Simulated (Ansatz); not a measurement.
# Ga, one cell by several methods

```yaml
crystal:
  lattice:
    - [-1.40400, 1.40400, 2.22900]
    - [1.40400, -1.40400, 2.22900]
    - [1.40400, 1.40400, -2.22900]
  atoms:
    - { symbol: Ga, position: [0.00000, 0.00000, 0.00000] }
```

The cell is COD entry 9012723, as deposited and not checked against the literature; nothing was relaxed.

Methods: DFT, PBE, PAW with Ansatz's default frozen-core files, scalar-relativistic (Ansatz 0.2.0); DFT, PBE, all-electron LAPW, scalar-relativistic (Ansatz 0.2.0).

For PAW: a Γ-centred 16×16×16 k mesh, Fermi–Dirac smearing of 0.03 eV, cutoff 420 eV, no spin polarisation. LAPW targets a basis error of 1 meV/atom. The Ansatz runs share mesh, smearing and spin set-up. Plane-wave (PAW) pressures include the program's estimate of the Pulay term.

Stress and pressure are positive in compression.

Levels count from the Fermi level.

PAW results:

| quantity | PAW |
| --- | --- |
| pressure (GPa) | 4.47 |
| stress xx (GPa) | 4.78 |
| stress zz (GPa) | 3.86 |
| highest filled level at X (eV) | -1.316 |
| lowest empty level at X (eV) | 4.156 |
| highest filled level at P (eV) | -0.146 |
| lowest empty level at P (eV) | 2.022 |
| highest filled level at S (eV) | -1.195 |
| lowest empty level at S (eV) | 8.444 |

**Question.** What does LAPW (all electrons) give for the same quantities?

**Answer.** 
| quantity | LAPW |
| --- | --- |
| pressure (GPa) | 4.50 |
| stress xx (GPa) | 4.80 |
| stress zz (GPa) | 3.89 |
| highest filled level at X (eV) | -1.315 |
| lowest empty level at X (eV) | 4.158 |
| highest filled level at P (eV) | -0.147 |
| lowest empty level at P (eV) | 2.021 |
| highest filled level at S (eV) | -1.195 |
| lowest empty level at S (eV) | 8.448 |
